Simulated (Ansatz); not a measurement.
A (001) slab of TiAl (P4/mmm (No. 123)), 6 planes, outer planes Ti (top) and Al (bottom), with 6 atoms (Ti3Al3) in a surface cell of A = 7.964 Å², as cut from the bulk:

```yaml
crystal:
  lattice:
    - [2.82209, 0.00000, 0.00000]
    - [0.00000, 2.82209, 0.00000]
    - [0.00000, 0.00000, 25.19191]
  atoms:
    - { symbol: Al, position: [0.50000, 0.50000, 0.29771] }
    - { symbol: Ti, position: [0.00000, 0.00000, 0.37863] }
    - { symbol: Al, position: [0.50000, 0.50000, 0.45954] }
    - { symbol: Ti, position: [0.00000, 0.00000, 0.54046] }
    - { symbol: Al, position: [0.50000, 0.50000, 0.62137] }
    - { symbol: Ti, position: [0.00000, 0.00000, 0.70229] }
```

These are results of DFT PBE, scalar-relativistic, plane waves, PAW in Ansatz, not measurements. Settings: cutoff 420 eV, Γ-centred mesh 12×12×1 on the computed 6-atom cell, Gaussian smearing of 0.10 eV; no spin polarisation. The cell repeats along c with a dipole correction in the vacuum.

Against the same 6 atoms in the bulk, the slab as cut lies 2.167 eV higher and the relaxed slab 2.109 eV higher.

Q: Work out the surface energy before and after relaxation.

A: The slab has two faces, so γ = (E_slab − N·E_bulk)/(2A), the mean of both. As cut: 2.167/(2 × 7.964) = 0.1360 eV/Å², and 1 eV/Å² = 16.02 J/m², so γ = 2.18 J/m². Relaxed: 2.109/(2 × 7.964) = 0.1324 eV/Å² = 2.12 J/m². Relaxation recovers 3 % of the cost of cutting.

Q: What is the ideal work of this cut, per area?

A: Griffith's ideal work is 2γ: 4.36 J/m² if the new faces stay rigid, 4.24 J/m² if they relax. One thickness was run, 6 planes, so γ can still shift with it.